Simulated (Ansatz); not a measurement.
# Zn: response to strain

Zn is deformed so: equal xy, yz and zx engineering shear strains of +3 %. What stress and forces result, by LAPW, PAW and all-electron datasets made for the crystal?

Computed with Ansatz 0.2.0 (DFT PBE, scalar-relativistic, unless a step's input says otherwise).

## Step 1: The system as given

It takes space group P6_3/mmc (No. 194, hexagonal). Conventional cell: a = 2.665 Å, b = 2.665 Å, c = 4.947 Å, α = 90.00°, β = 90.00°, γ = 120.00°. Around Zn (site symmetry -6m2) lie 12 Zn at 2.66 to 2.91 Å.

Structure file:

```cif
data_structure
_symmetry_space_group_name_H-M 'P 1'
_symmetry_Int_Tables_number 1
_cell_length_a 2.6648
_cell_length_b 2.6648
_cell_length_c 4.9467
_cell_angle_alpha 90.000
_cell_angle_beta 90.000
_cell_angle_gamma 120.000
_cell_volume 30.42
loop_
_atom_site_label
_atom_site_type_symbol
_atom_site_fract_x
_atom_site_fract_y
_atom_site_fract_z
_atom_site_occupancy
Zn1 Zn 0.33333 0.66667 0.25000 1
Zn2 Zn 0.66667 0.33333 0.75000 1
```

Atoms are numbered in the order of the input: Zn1, Zn2.

## Step 2: After the deformation

Space group P6_3/mmc before, P-1 after.

## Step 3: Full-potential LAPW

Input file input.yaml:

```yaml
crystal:
  lattice:
    - [2.6647980532, 0.0399719708, 0.0399719708]
    - [-1.2977822844, 2.2877968246, 0.0146307568]
    - [0.0742005, 0.0742005, 4.9467]
  atoms:
    - { symbol: Zn, position: [0.3333333333, 0.6666666667, 0.25] }
    - { symbol: Zn, position: [0.6666666667, 0.3333333333, 0.75] }
kpoints:
  mp_grid: { grid: [18, 18, 8] }
  band_path:
    path:
      - [0.0, 0.0, 0.0]
      - [0.0, -0.5, 0.0]
      - [0.0, 0.0, 0.5]
      - [0.0, 0.0, 0.0]
      - [-0.5, 0.0, 0.0]
      - [-0.5, 0.5, -0.5]
      - [0.0, 0.0, 0.0]
      - [-0.5, 0.0, -0.5]
      - [-0.5, 0.5, 0.0]
    npoints: 5
scf:
  occupations: { method: fermi_dirac, width: 0.03 }
hamiltonian:
  xc: pbe
  pseudopotentials: { kind: all_electron, lapw: { basis_error: 0.00025 } }
output:
  forces: true
  stress: true
  eigenvalues: true
```

On the command line:

```sh
ansatz run input.yaml --threads 1 --pin off --max-ram 3072MiB --backend cpu --events-out ev --progress --plain --runs-dir out
```

## Step 4: Frozen-core PAW

Input file input.yaml:

```yaml
crystal:
  lattice:
    - [2.6647980532, 0.0399719708, 0.0399719708]
    - [-1.2977822844, 2.2877968246, 0.0146307568]
    - [0.0742005, 0.0742005, 4.9467]
  atoms:
    - { symbol: Zn, position: [0.3333333333, 0.6666666667, 0.25] }
    - { symbol: Zn, position: [0.6666666667, 0.3333333333, 0.75] }
kpoints:
  mp_grid: { grid: [18, 18, 8] }
scf:
  occupations: { method: fermi_dirac, width: 0.03 }
hamiltonian:
  xc: pbe
  pseudopotentials: { kind: paw }
output:
  forces: true
  stress: true
  eigenvalues: true
  efg: { contact_densities: true }
```

## Step 5: Datasets made for this crystal

input.yaml, as its differences from that of step 4:

```diff
@@ -14,3 +14,3 @@
   xc: pbe
-  pseudopotentials: { kind: paw }
+  pseudopotentials: { kind: all_electron, datasets: crystal }
 output:
```

(Steps that only read results are left out.)

What does the calculation give? Wanted: pressure; largest shear or deviatoric stress.

**Answer**, as computed:

| quantity | value |
| --- | --- |
| pressure | LAPW -0.07, PAW -0.08, crystal datasets -0.07 GPa |
| largest shear or deviatoric stress (LAPW) | 1.06 GPa |

In words: The largest part of the stress beyond the pressure is 1.06 GPa in size, in the xy component; the atoms are carried along and not relaxed. No run of the undeformed cell stands beside it, so the pressure holds what the given cell had before the change. PAW: stress within 0.02 GPa of LAPW. Crystal datasets: stress within 0.01 GPa of LAPW.
